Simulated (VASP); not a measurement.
Input and output of a VASP PBE single-point calculation on HgSe (strained zincblende)

INCAR

```
LELF = .TRUE.
ISIF = 2
ENCUT = 520
NSW = 0
EDIFF = 1E-7
LREAL = .FALSE.
SIGMA = 0.02
GGA = PE
LCHARG = .TRUE.
IBRION = -1
NELM = 120
NBANDS = 16
LASPH = .TRUE.
PREC = Accurate
ISMEAR = -1
LWAVE = .FALSE.
```

KPOINTS

```
KPOINTS created by Atomic Simulation Environment
0
Gamma
8 8 8
0 0 0
```

KPOINTS_OPT

```
special points
6
Reciprocal
0.0000000000 0.0000000000 0.0000000000 1
-0.5000000000 -0.5000000000 0.0000000000 1
-0.3750000000 -0.3750000000 0.2500000000 1
-0.3750000000 0.0000000000 0.3750000000 1
0.0000000000 0.0000000000 0.5000000000 1
-0.5000000000 -0.2500000000 0.2500000000 1
```

POSCAR

```
Hg Se
 1.0000000000000000
     0.0000000000000000    3.2163717009999999    3.2163717009999999
     3.2163717009999999    0.0000000000000000    3.2163717009999999
     3.2163717009999999    3.2163717009999999    0.0000000000000000
 Hg  Se
   1   1
Cartesian
  0.0000000000000000  0.0000000000000000  0.0000000000000000
  1.6081858505000000  1.6081858505000000  1.6081858505000000
```

VASP ran with the recommended PBE PAW datasets (18 valence electrons in the cell).

Command

```
mpirun -np 1 vasp_std
```

From OUTCAR

```
k-points           NKPTS =     29   k-points in BZ     NKDIM =     29   number of bands    NBANDS=     16

   NELECT =      18.0000    total number of electrons

   dimension x,y,z NGX =    36 NGY =   36 NGZ =   36
   dimension x,y,z NGXF=    72 NGYF=   72 NGZF=   72

  energy-cutoff  :      520.00
  volume of cell :       66.55
      direct lattice vectors                 reciprocal lattice vectors
     0.000000000  3.216371701  3.216371701    -0.155454670  0.155454670  0.155454670
     3.216371701  0.000000000  3.216371701     0.155454670 -0.155454670  0.155454670
     3.216371701  3.216371701  0.000000000     0.155454670  0.155454670 -0.155454670

 k-points in reciprocal lattice and weights: KPOINTS created by Atomic Simulation Env
   0.00000000  0.00000000  0.00000000       0.002
   0.12500000  0.00000000  0.00000000       0.016
   0.25000000  0.00000000  0.00000000       0.016
   0.37500000  0.00000000  0.00000000       0.016
   0.50000000  0.00000000  0.00000000       0.008
   0.12500000  0.12500000  0.00000000       0.012
   0.25000000  0.12500000  0.00000000       0.047
   0.37500000  0.12500000  0.00000000       0.047
   ...

 E-fermi :   0.2971

 k-point     1 :       0.0000    0.0000    0.0000
  band No.  band energies     occupation
      1     -12.1443      2.00000
      2      -6.0244      2.00000
      3      -6.0244      2.00000
      4      -6.0244      2.00000
      5      -5.5362      2.00000
      6      -5.5362      2.00000
      7      -0.8561      2.00000
      8       0.2823      1.35385
      9       0.2823      1.35385
     10       0.2823      1.35384
     11       5.9329      0.00000
     12       5.9329      0.00000
     13       5.9329      0.00000
     14       8.4501      0.00000
     15      11.2755      0.00000
     16      11.2755      0.00000

 k-point     2 :       0.1250    0.0000    0.0000
  band No.  band energies     occupation
      1     -12.1003      2.00000
      2      -6.0036      2.00000
      3      -6.0036      2.00000
      4      -5.9916      2.00000
      5      -5.5373      2.00000
      6      -5.5373      2.00000
      7      -1.5340      2.00000
      8       0.1713      1.99630
      9       0.1713      1.99630
     10       0.7759      0.00000
     11       5.5690      0.00000
     12       6.1026      0.00000
     13       6.1026      0.00000
     14       9.3684      0.00000
     15      10.5807      0.00000
     16      10.5807      0.00000

 k-point     3 :       0.2500    0.0000    0.0000
  band No.  band energies     occupation
      1     -11.9917      2.00000
      2      -5.9574      2.00000
      3      -5.9574      2.00000
      4      -5.8605      2.00000
      5      -5.5334      2.00000
      6      -5.5334      2.00000
      7      -2.6207      2.00000
      8      -0.0800      2.00000
      9      -0.0800      2.00000
     10       1.2389      0.00000
     11       5.5986      0.00000
     12       6.4153      0.00000
     13       6.4153      0.00000
     14       9.7648      0.00000
     15      10.3066      0.00000
     16      10.3066      0.00000

 k-point     4 :       0.3750    0.0000    0.0000
  band No.  band energies     occupation
      1     -11.8798      2.00000
      2      -5.9194      2.00000
      3      -5.9194      2.00000
      4      -5.5809      2.00000
      5      -5.5174      2.00000
      6      -5.5174      2.00000
      7      -3.6385      2.00000
      8      -0.3141      2.00000
      9      -0.3141      2.00000
     10       1.3510      0.00000
     11       6.3411      0.00000
     12       6.5598      0.00000
     13       6.5598      0.00000
     14       9.4600      0.00000
     15      10.9086      0.00000
     16      10.9086      0.00000

 k-point     5 :       0.5000    0.0000    0.0000
  band No.  band energies     occupation
      1     -11.8324      2.00000
      2      -5.9068      2.00000
      3      -5.9068      2.00000
      4      -5.5064      2.00000
      5      -5.5064      2.00000
      6      -5.3288      2.00000
      7      -4.1672      2.00000
      8      -0.4074      2.00000
      9      -0.4074      2.00000
     10       1.3493      0.00000
     11       6.5721      0.00000
     12       6.5721      0.00000
     13       6.8577      0.00000
     14       9.4396      0.00000
     15      11.7383      0.00000
     16      11.7383      0.00000

 k-point     6 :       0.1250    0.1250    0.0000
  band No.  band energies     occupation
      1     -12.0856      2.00000
      2      -6.0077      2.00000
      3      -5.9831      2.00000
      4      -5.9831      2.00000
      5      -5.5502      2.00000
      6      -5.5259      2.00000
      7      -1.6234      2.00000
      8      -0.0043      2.00000
      9      -0.0043      2.00000
     10       1.1183      0.00000
     11       5.1606      0.00000
     12       6.3326      0.00000
     13       6.3326      0.00000
     14       9.4750      0.00000
     15       9.8357      0.00000
     16      11.3503      0.00000

 k-point     7 :       0.2500    0.1250    0.0000
  band No.  band energies     occupation
      1     -11.9985      2.00000
      2      -5.9687      2.00000
      3      -5.9334      2.00000
      4      -5.8996      2.00000
      5      -5.5557      2.00000
      6      -5.5161      2.00000
      7      -2.4017      2.00000
      8      -0.2894      2.00000
      9      -0.2884      2.00000
     10       1.6600      0.00000
     11       4.9312      0.00000
     12       6.5932      0.00000
     13       6.7359      0.00000
     14       9.1211      0.00000
     15      10.7598      0.00000
     16      11.1045      0.00000

 k-point     8 :       0.3750    0.1250    0.0000
  band No.  band energies     occupation
      1     -11.8873      2.00000
      2      -5.9220      2.00000
      3      -5.8901      2.00000
      4      -5.6962      2.00000
      5      -5.5237      2.00000
      6      -5.5044      2.00000
      7      -3.3496      2.00000
      8      -0.6402      2.00000
      9      -0.5135      2.00000
     10       1.9236      0.00000
     11       5.4382      0.00000
     12       6.6130      0.00000
     13       6.9398      0.00000
     14       9.5761      0.00000
     15      10.7610      0.00000
     16      11.4159      0.00000

 k-point     9 :       0.5000    0.1250    0.0000
  band No.  band energies     occupation
      1     -11.8178      2.00000
      2      -5.8968      2.00000
      3      -5.8756      2.00000
      4      -5.5459      2.00000
      5      -5.5037      2.00000
      6      -5.3383      2.00000
      7      -4.0539      2.00000
      8      -0.9114      2.00000
      9      -0.5622      2.00000
     10       1.9591      0.00000
     11       5.9885      0.00000
     12       6.8371      0.00000
     13       6.8869      0.00000
     14       9.9654      0.00000
     15      11.0203      0.00000
     16      11.8090      0.00000

 k-point    10 :      -0.3750    0.1250    0.0000
  band No.  band energies     occupation
      1     -11.8336      2.00000
      2      -5.8936      2.00000
      3      -5.8900      2.00000
      4      -5.5390      2.00000
      5      -5.5256      2.00000
      6      -5.4169      2.00000
      7      -3.8793      2.00000
      8      -0.9761      2.00000
      9      -0.4115      2.00000
     10       1.9377      0.00000
     11       6.1903      0.00000
     12       6.5360      0.00000
     13       6.7587      0.00000
     14      10.2165      0.00000
     15      10.6462      0.00000
     16      11.4550      0.00000

 k-point    11 :      -0.2500    0.1250    0.0000
  band No.  band energies     occupation
      1     -11.9246      2.00000
      2      -5.9308      2.00000
      3      -5.9143      2.00000
      4      -5.7639      2.00000
      5      -5.5478      2.00000
      6      -5.5056      2.00000
      7      -3.0483      2.00000
      8      -0.7745      2.00000
      9      -0.1361      2.00000
     10       1.8009      0.00000
     11       5.6190      0.00000
     12       6.4409      0.00000
     13       6.5526      0.00000
     14       9.8166      0.00000
     15      10.3793      0.00000
     16      11.2677      0.00000

 k-point    12 :      -0.1250    0.1250    0.0000
  band No.  band energies     occupation
      1     -12.0347      2.00000
      2      -5.9802      2.00000
      3      -5.9606      2.00000
      4      -5.9338      2.00000
      5      -5.5490      2.00000
      6      -5.5247      2.00000
      7      -2.1488      2.00000
      8      -0.3162      2.00000
      9       0.1125      1.99980
     10       1.3356      0.00000
     11       5.3081      0.00000
     12       6.2396      0.00000
     13       6.4473      0.00000
     14       9.8471      0.00000
     15      10.3175      0.00000
     16      10.4148      0.00000

 ...

  Total       -1.1229043     -1.1229043     -1.1229043      0.0000000      0.0000000      0.0000000
  in kB      -27.0348913    -27.0348913    -27.0348913      0.0000000      0.0000000      0.0000000
  external PRESSURE =     -27.0348913 kB  Pullay stress =       0.0000000 kB

 POSITION                                       TOTAL-FORCE (eV/Angst)
 -----------------------------------------------------------------------------------
      0.00000      0.00000      0.00000         0.000000      0.000000      0.000000
      1.60819      1.60819      1.60819        -0.000000     -0.000000     -0.000000
 -----------------------------------------------------------------------------------
    total drift:                               -0.000000     -0.000000     -0.000000

  FREE ENERGIE OF THE ION-ELECTRON SYSTEM (eV)
  ---------------------------------------------------
  free  energy   TOTEN  =        -4.0444684615 eV

  energy  without entropy=       -4.0443032004  energy(sigma->0) =       -4.04438583
```

* gap between bands v and c: 0.00 eV
* least direct gap: 0.00 eV
* pressure: -2.7 GPa

Band v is the last that the valence electrons fill when counted band by band, and c is the next.

The run took about 30 s on one core of a shared host (Intel Xeon Platinum 8488C) and held 0.21 GiB at most.
